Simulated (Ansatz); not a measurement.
Li2S:

```xyz
3
Lattice="0.0000 2.8445 2.8445 2.8445 0.0000 2.8445 2.8445 2.8445 0.0000" Properties=species:S:1:pos:R:3 pbc="T T T"
S     0.0000    0.0000    0.0000
Li    4.2668    4.2668    4.2668
Li    1.4223    1.4223    1.4223
```

Base run:

| Quantity | Value |
| --- | --- |
| Program | Ansatz 0.2.0 |
| Functional | RPBE |
| Potentials or basis | Ansatz PAW |
| Cutoff | 420 eV (not typed: the program's choice for these potentials) |
| k mesh | 8 × 8 × 8 |
| Occupations | fermi-dirac, width 0.05 eV |
| Spin | no spin polarisation |

Its results: band gap on the k mesh 3.55 eV, indirect (least direct gap 4.47 eV); pressure 2.1 GPa.

Problem. After a change of settings the same cell gave: band gap on the k mesh 3.22 eV, indirect (least direct gap 4.12 eV); pressure -0.7 GPa. Which change was it?
A. functional from RPBE to LDA
B. functional from RPBE to revPBE
C. functional from RPBE to PBEsol

Solution. C.

PBEsol binds more tightly than RPBE, so the same cell stands under less pressure.

Caveats: the PAW data sets come from PBE, with cores solved anew for the run's functional, which leaves a small shift of forces and pressure.

Runs at the PBE level aren't shown here.
